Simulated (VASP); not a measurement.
# Ga (Cmce) in VASP: further runs

One crystal, Ga, is run at these levels: PBE; tasks: single point, relaxation of cell and atoms.

Program: VASP 6.6.1. These are calculated values, not measurements. Logs are shortened: lines on timing, memory, paths and dates and some standing lists are left out, and cuts for length are marked.

**1. Starting point**

It takes space group Cmce (No. 64, orthorhombic). Conventional cell: a = 4.578 Å, b = 7.718 Å, c = 4.599 Å, α = 90.00°, β = 90.00°, γ = 90.00°. Ga (site symmetry m) has 7 Ga at 2.53 to 2.81 Å as nearest neighbours.

**2. Single point, PBE**

Input file INCAR:

```
SYSTEM = Ga
PREC = Accurate
ENCUT = 520
EDIFF = 1E-7
ISMEAR = 0
SIGMA = 0.05
LREAL = .FALSE.
LASPH = .TRUE.
NELM = 100
ALGO = Fast
ISIF = 2
LWAVE = .FALSE.
LCHARG = .FALSE.
GGA = PE
NBANDS = 34
```

Input file KPOINTS:

```
Automatic mesh
0
G
  6 6 4
  0 0 0
```

Input file POSCAR:

```
Ga
1.0
    2.2892112589     -3.8587942469      0.0000000000
    2.2892112589      3.8587942469      0.0000000000
    0.0000000000      0.0000000000      4.5985772400
Ga
4
Direct
    0.3436635089      0.6563364911      0.5835683765
    0.6563364911      0.3436635089      0.4164316235
    0.8436635089      0.1563364911      0.9164316235
    0.1563364911      0.8436635089      0.0835683765
```

Potentials or basis: VASP PAW PBE potentials, release 64 (Ga_d).

Run with:

```console
> cat potpaw_PBE.64/Ga_d/POTCAR > POTCAR
> mpirun -np 1 vasp_std > vasp.out
```

OUTCAR:

```text
SYSTEM = Ga
   PREC = Accurate
   ENCUT = 520
   EDIFF = 1E-7
   ISMEAR = 0
   LREAL = .FALSE.
   LASPH = .TRUE.
   NELM = 100
   ISIF = 2
   GGA = PE

 ion  position               nearest neighbor table
   1  0.344  0.656  0.584-   2 2.53   4 2.72   4 2.72   3 2.75   3 2.75   2 2.81   2 2.81
   2  0.656  0.344  0.416-   1 2.53   3 2.72   3 2.72   4 2.75   4 2.75   1 2.81   1 2.81
   3  0.844  0.156  0.916-   4 2.53   2 2.72   2 2.72   1 2.75   1 2.75   4 2.81   4 2.81
   4  0.156  0.844  0.084-   3 2.53   1 2.72   1 2.72   2 2.75   2 2.75   3 2.81   3 2.81

  LATTYP: Found a base centered orthorhombic cell.
 ALAT       =     4.5784225178
 B/A-ratio  =     1.6856435735
 C/A-ratio  =     1.0044021106

  Lattice vectors:

 A1 = (   2.2892112589,  -3.8587942469,   0.0000000000)
 A2 = (   2.2892112589,   3.8587942469,   0.0000000000)
 A3 = (   0.0000000000,   0.0000000000,   4.5985772400)

Analysis of symmetry for initial positions (statically):
=====================================================================
 Subroutine PRICEL returns:
 Original cell was already a primitive cell.

 Routine SETGRP: Setting up the symmetry group for a
 base centered orthorhombic supercell.

 Subroutine GETGRP returns: Found  8 space group operations
 (whereof  4 operations were pure point group operations)
 out of a pool of  8 trial point group operations.

The static configuration has the point symmetry C_2h.
 The point group associated with its full space group is D_2h.

Analysis of symmetry for dynamics (positions and initial velocities):
=====================================================================
 Subroutine PRICEL returns:
 Original cell was already a primitive cell.

 Routine SETGRP: Setting up the symmetry group for a
 base centered orthorhombic supercell.

 Subroutine GETGRP returns: Found  8 space group operations
 (whereof  4 operations were pure point group operations)
 out of a pool of  8 trial point group operations.

The dynamic configuration has the point symmetry C_2h.
 The point group associated with its full space group is D_2h.

 Subroutine INISYM returns: Found  8 space group operations
 (whereof  4 operations are pure point group operations),
 and found     1 'primitive' translations

----------------------------------------------------------------------------------------

                                     Primitive cell

  volume of cell :      81.2439

  direct lattice vectors                    reciprocal lattice vectors
     2.289211259 -3.858794247  0.000000000     0.218415840 -0.129574154  0.000000000
     2.289211259  3.858794247  0.000000000     0.218415840  0.129574154  0.000000000
     0.000000000  0.000000000  4.598577240     0.000000000  0.000000000  0.217458563

  length of vectors
     4.486733915  4.486733915  4.598577240     0.253958541  0.253958541  0.217458563

  position of ions in fractional coordinates (direct lattice)
     0.343663509  0.656336491  0.583568376
     0.656336491  0.343663509  0.416431624
     0.843663509  0.156336491  0.916431624
     0.156336491  0.843663509  0.083568376

  ion indices of the primitive-cell ions
   primitive index   ion index
                 1           1
                 2           2
                 3           3
                 4           4

----------------------------------------------------------------------------------------

 KPOINTS: Automatic mesh

Automatic generation of k-mesh.
 Grid dimensions read from file:
 generate k-points for:    6    6    4

 Generating k-lattice:

  Cartesian coordinates                     Fractional coordinates (reciprocal lattice)
     0.036402640 -0.021595692  0.000000000     0.166666667  0.000000000  0.000000000
     0.036402640  0.021595692  0.000000000     0.000000000  0.166666667  0.000000000
     0.000000000  0.000000000  0.054364641     0.000000000  0.000000000  0.250000000

  Length of vectors
     0.042326423  0.042326423  0.054364641

  Shift w.r.t. Gamma in fractional coordinates (k-lattice)
     0.000000000  0.000000000  0.000000000

 Subroutine IBZKPT returns following result:
 ===========================================

 Found     39 irreducible k-points:

 Following reciprocal coordinates:
            Coordinates               Weight
  0.000000  0.000000  0.000000      1.000000
  0.166667  0.000000  0.000000      4.000000
  0.333333  0.000000  0.000000      4.000000
  0.500000  0.000000  0.000000      2.000000
  0.166667  0.166667  0.000000      2.000000
  0.333333  0.166667  0.000000      4.000000
[... 16 lines left out ...]
  0.333333  0.333333  0.250000      4.000000
  0.500000  0.333333  0.250000      8.000000
 [... further k-points ...]
   k-points           NKPTS =     39   k-points in BZ     NKDIM =     39   number of bands    NBANDS=     34
   number of dos      NEDOS =    301   number of ions     NIONS =      4
   total plane-waves  NPLWV =  46656
   dimension x,y,z NGX =    36 NGY =   36 NGZ =   36
   dimension x,y,z NGXF=    72 NGYF=   72 NGZF=   72
   ions per type =               4
   NGX,Y,Z   is equivalent  to a cutoff of  13.34, 13.34, 13.01 a.u.
   NGXF,Y,Z  is equivalent  to a cutoff of  26.68, 26.68, 26.03 a.u.
 SYSTEM =  Ga
   PREC   = accura    normal or accurate (medium, high low for compatibility)
   ISTART =      0    job   : 0-new  1-cont  2-samecut
   ICHARG =      2    charge: 1-file 2-atom 10-const
   ISPIN  =      1    spin polarized calculation?
   LNONCOLLINEAR =      F non collinear calculations
   LSORBIT =      F    spin-orbit coupling
   LASPH  =      T    aspherical Exc in radial PAW
   ENCUT  =  520.0 eV  38.22 Ry    6.18 a.u.   8.34  8.34  8.55*2*pi/ulx,y,z
   NELM   =    100;   NELMIN=  2; NELMDL= -5     # of ELM steps
   EDIFF  = 0.1E-06   stopping-criterion for ELM
   LREAL  =      F    real-space projection
   EDIFFG = 0.1E-05   stopping-criterion for IOM
   NSW    =      0    number of steps for IOM
   IBRION =     -1    ionic relax: 0-MD 1-quasi-New 2-CG
   NFREE  =      0    steps in history (QN), initial steepest desc. (CG)
   ISIF   =      2    stress and relaxation
   ISYM   =      2    0-nonsym 1-usesym 2-fastsym
   POTIM  = 0.5000    time-step for ionic-motion
   TEBEG  =    0.0;   TEEND  =   0.0 temperature during run
   PSTRESS=    0.0 pullay stress
   NELECT =      52.0000    total number of electrons
   NUPDOWN=      -1.0000    fix difference up-down
   EMIN   =  10.00;   EMAX   =-10.00  energy-range for DOS
   EFERMI =   0.00;   METHOD = LEGACY
   ISMEAR =     0;   SIGMA  =   0.05  broadening in eV -4-tet -1-fermi 0-gaus
   EFERMI_NEDOS =   21; number of points for ismear=-14 and -15
   IALGO  =     68    algorithm
   IMIX   =      4    mixing-type and parameters
     AMIX     =   0.40;   BMIX     =  1.00
     AMIX_MAG =   1.60;   BMIX_MAG =  1.00
  volume/ion in A,a.u.               =      20.31       137.07
  Fermi-wavevector in a.u.,A,eV,Ry     =   1.410844  2.666108 27.082130  1.990480
  Thomas-Fermi vector in A             =   2.532756
   LORBIT       =      0    0 simple, 1 ext, 2 COOP (PROOUT), +10 PAW based schemes
   GGA     = PE    functional components
   LHFCALC =     F    Hartree Fock is set to
   AEXX    =    0.0000 exact exchange contribution
   IVDW    =     0    specifies the selected vdW correction
   LEPSILON=     F    determine dielectric tensor
   LRPA    =     F    only Hartree local field effects (RPA)
 non-spin polarized calculation
 RMM-DIIS sequential band-by-band and
 Gauss-broadening in eV      SIGMA  =   0.05
  energy-cutoff  :      520.00
  volume of cell :       81.24
 maximum number of plane-waves:      2214
 NGX is ok and might be reduce to    36
   NGX = 17   NGY = 17   NGZ = 17

 number of electron      52.0000011 magnetization

 Free energy of the ion-electron system (eV)
  ---------------------------------------------------
  ext. energy  EPLUGINS =         0.00000000
  ---------------------------------------------------
  free energy    TOTEN  =       -11.68519136 eV

  energy without entropy =      -11.68377285  energy(sigma->0) =      -11.68448211

 E-fermi :   4.6202     XC(G=0): -10.4702

 val. band max:        4.5969692545   @ k =   0.1667   0.1667   0.0000
 cond. band min:       4.7384519080   @ k =   0.0000   0.0000   0.5000
 fundamental gap:      0.1414826535
 Fermi energy:         4.6201836329

 k-point     1 :       0.0000    0.0000    0.0000
  band No.  band energies     occupation
      1     -10.3781      2.00000
      2     -10.3710      2.00000
      3     -10.3454      2.00000
      4     -10.3302      2.00000
      5     -10.3093      2.00000
      6     -10.2879      2.00000
[... 26 lines left out ...]
     33      11.3849      0.00000
     34      12.1356      0.00000

 k-point     2 :       0.1667    0.0000    0.0000
  band No.  band energies     occupation
      1     -10.3807      2.00000
      2     -10.3607      2.00000
      3     -10.3526      2.00000
      4     -10.3389      2.00000
      5     -10.2962      2.00000
      6     -10.2775      2.00000
[... 26 lines left out ...]
     33      11.0822      0.00000
     34      11.8053      0.00000

 k-point     3 :       0.3333    0.0000    0.0000
  band No.  band energies     occupation
      1     -10.3792      2.00000
      2     -10.3587      2.00000
      3     -10.3581      2.00000
      4     -10.3311      2.00000
      5     -10.2974      2.00000
      6     -10.2942      2.00000
[... 26 lines left out ...]
     33      10.4260      0.00000
     34      11.8744      0.00000

 k-point     4 :       0.5000    0.0000    0.0000
  band No.  band energies     occupation
      1     -10.3743      2.00000
      2     -10.3743      2.00000
      3     -10.3345      2.00000
      4     -10.3345      2.00000
      5     -10.3049      2.00000
      6     -10.3049      2.00000
[... 26 lines left out ...]
     33      11.7597      0.00000
     34      11.7597      0.00000

 k-point     5 :       0.1667    0.1667    0.0000
  band No.  band energies     occupation
      1     -10.3840      2.00000
      2     -10.3688      2.00000
      3     -10.3449      2.00000
      4     -10.3433      2.00000
      5     -10.2998      2.00000
      6     -10.2736      2.00000
[... 621 lines left out ...]
 k-point    22 :      -0.1667    0.1667    0.2500
  band No.  band energies     occupation
      1     -10.3748      2.00000
      2     -10.3603      2.00000
      3     -10.3601      2.00000
      4     -10.3425      2.00000
      5     -10.3027      2.00000
      6     -10.2969      2.00000
[... 26 lines left out ...]
     33      11.1350      0.00000
     34      11.5791      0.00000

 k-point    23 :       0.3333    0.3333    0.2500
  band No.  band energies     occupation
      1     -10.4226      2.00000
      2     -10.3732      2.00000
      3     -10.3615      2.00000
      4     -10.3185      2.00000
      5     -10.3058      2.00000
      6     -10.2688      2.00000
[... 26 lines left out ...]
     33      11.9492      0.00000
     34      12.4848      0.00000

 k-point    24 :       0.5000    0.3333    0.2500
  band No.  band energies     occupation
      1     -10.4201      2.00000
      2     -10.3717      2.00000
      3     -10.3522      2.00000
      4     -10.3285      2.00000
      5     -10.3125      2.00000
      6     -10.2957      2.00000
[... 26 lines left out ...]
     33      12.2251      0.00000
     34      13.1687      0.00000

 [... further k-points ...]
[... 5 lines left out ...]
  --------------------------------------------------------------------------------------
  -------------------------------------------------------------------------------------
  Total        0.0097630      0.1000533      0.0473373      0.0000000     -0.0000000      0.0000000
  in kB        0.1925319      1.9731095      0.9335193      0.0000000     -0.0000000      0.0000000
  external PRESSURE =       1.0330536 kB  Pullay stress =       0.0000000 kB

 VOLUME and BASIS-vectors are now :
 -----------------------------------------------------------------------------
  energy-cutoff  :      520.00
  volume of cell :       81.24
      direct lattice vectors                 reciprocal lattice vectors
     2.289211259 -3.858794247  0.000000000     0.218415840 -0.129574154  0.000000000
     2.289211259  3.858794247  0.000000000     0.218415840  0.129574154  0.000000000
     0.000000000  0.000000000  4.598577240     0.000000000  0.000000000  0.217458563

 POSITION                                       TOTAL-FORCE (eV/Angst)
 -----------------------------------------------------------------------------------
      2.28921      1.20654      2.68358         0.000000      0.000652      0.004646
      2.28921     -1.20654      1.91499         0.000000     -0.000652     -0.004646
      2.28921     -2.65225      4.21428         0.000000      0.000652     -0.004646
      2.28921      2.65225      0.38430         0.000000     -0.000652      0.004646
 -----------------------------------------------------------------------------------
    total drift:                                0.000000     -0.000000     -0.000000

  FREE ENERGIE OF THE ION-ELECTRON SYSTEM (eV)
  ---------------------------------------------------
  free  energy   TOTEN  =       -11.6851913621 eV

  energy  without entropy=      -11.6837728548  energy(sigma->0) =      -11.68448211
```

Run time: 57 s. Hardware: 1 thread of Intel Xeon 6975P-C (Granite Rapids), shared host; peak memory 0.24 GiB.

What came out:

```
Free energy            : -11.6852 eV
Pressure               : 0.1 GPa
Largest force          : 0.005 eV/Å
Band gap on the k mesh : none (metal or under the smearing width)
```

Forces in eV/Å, atoms in the order of the input:
```
Ga   0.000  0.001  0.005
Ga   0.000 -0.001 -0.005
Ga   0.000  0.001 -0.005
Ga   0.000 -0.001  0.005
```

(Part 1 of 2 ends here.)
